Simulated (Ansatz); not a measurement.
Runs of Ansatz 0.2.0 on ZrN. Symmetry: Fm-3m, No. 225, cubic system. Conventional cell: a = 4.600 Å, b = 4.600 Å, c = 4.600 Å, α = 90.00°, β = 90.00°, γ = 90.00°. Around Zr (site symmetry m-3m) lie 6 N at 2.30 Å. Around N (site symmetry m-3m) lie 6 Zr at 2.30 Å. 

| task | level | cell | k mesh | cutoff (eV) | smearing | gap on the mesh (eV) | pressure (GPa) | relaxed volume (Å³/atom) |
| --- | --- | --- | --- | --- | --- | --- | --- | --- |
| single point | RPBE | as given | 10 × 10 × 10 | 281 | gaussian 0.05 eV | none | (a) | - |
| relaxation of cell and atoms | RPBE+D4 | relaxed | 10 × 10 × 10 | - | fermi-dirac 0.05 eV | - | 0.0 | 11.85 |
| elastic constants | PBEsol | as given | 7 × 7 × 7 | 297 | fermi-dirac 0.05 eV | none | (b) | - |
| relaxation of cell and atoms | RPBE+D3(BJ) | relaxed | 10 × 10 × 10 | - | fermi-dirac 0.05 eV | - | 0.0 | 10.70 |
| relaxation of cell and atoms | BLYP+D4 | relaxed | 10 × 10 × 10 | - | fermi-dirac 0.05 eV | - | 0.0 | 12.11 |

Alike in all rows: potentials or basis all-electron LAPW, scalar-relativistic; no spin polarisation; basis error allowed 0.001 eV/atom.

**Question.** Estimate the missing entries.

**Answer.** (a) 3.0; (b) -7.6.

Caveats: the k mesh is thin for a metal, which can move the energy by tens of meV per atom (some runs); a metal's response needs a denser mesh (some runs); the cell is more than 3 GPa from zero pressure, which shifts response properties (some runs); elastic constants of metals need much finer meshes, so these are rough (some runs); the volume moved by -12 % from the deposited cell, more than functionals usually miss (some runs).

A k mesh can miss the band edges, and the runs leave out spin-orbit coupling on Zr.

A gap of «none» marks a metal or a gap under the smearing width.

Runs at the PBE level aren't shown here.
